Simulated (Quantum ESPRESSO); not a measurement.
The system is Mg.

```
CELL_PARAMETERS angstrom
3.20930 0.00000 0.00000
-1.60465 2.77934 0.00000
0.00000 0.00000 5.21030
ATOMIC_POSITIONS crystal
Mg 0.66667 0.33333 0.75000
Mg 0.33333 0.66667 0.25000
```

Base run:

```yaml
Program: Quantum ESPRESSO 7.5
Functional: LDA
Potentials_or_basis: PseudoDojo 0.4.1 SR LDA standard
Cutoff: 1143 eV
Density_cutoff: 4572 eV
k_mesh: 10 × 10 × 5
Occupations: fermi-dirac, width 0.05 eV
Spin: no spin polarisation
```

Its results: band gap on the k mesh none (metal or under the smearing width); pressure -2.3 GPa.

Question: The run is repeated on the same cell with these changes: functional from LDA to PBEsol; potentials or basis from PseudoDojo 0.4.1 SR LDA standard to PseudoDojo 0.4.1 SR PBEsol standard. What comes out?

Answer: Band gap on the k mesh none (metal or under the smearing width); pressure -1.0 GPa.
